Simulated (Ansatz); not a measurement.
**Al3GaN4 under pressure**

Computed with DFT PBEsol, scalar-relativistic, plane waves, PAW (Ansatz). Settings: 420 eV plane-wave cutoff, Γ-centred 6×6×6 mesh, fixed occupations. No spin polarisation. Phonons by linear response, acoustic sum rule imposed.

Equilibrium structure at this level:
```yaml
crystal:
  lattice:
    - [4.40718, 0.00000, 0.00000]
    - [0.00000, 4.40718, 0.00000]
    - [0.00000, 0.00000, 4.40718]
  atoms:
    - { symbol: Al, position: [0.50000, 0.50000, 0.00000] }
    - { symbol: Al, position: [0.50000, 0.00000, 0.50000] }
    - { symbol: Al, position: [0.00000, 0.50000, 0.50000] }
    - { symbol: Ga, position: [0.00000, 0.00000, 0.00000] }
    - { symbol: N, position: [0.74471, 0.74471, 0.25529] }
    - { symbol: N, position: [0.74471, 0.25529, 0.74471] }
    - { symbol: N, position: [0.25529, 0.74471, 0.74471] }
    - { symbol: N, position: [0.25529, 0.25529, 0.25529] }
```

Optical modes at Γ (cm⁻¹) at zero pressure: 242, 327, 518, 608, 656, 658, 684, 701.

Under hydrostatic pressure the same modes lie at 243, 327, 540, 648, 706, 707, 723, 739 cm⁻¹. What is the pressure, and how much has the cell shrunk?

## Answers

10 GPa; the volume is 4.5 % smaller.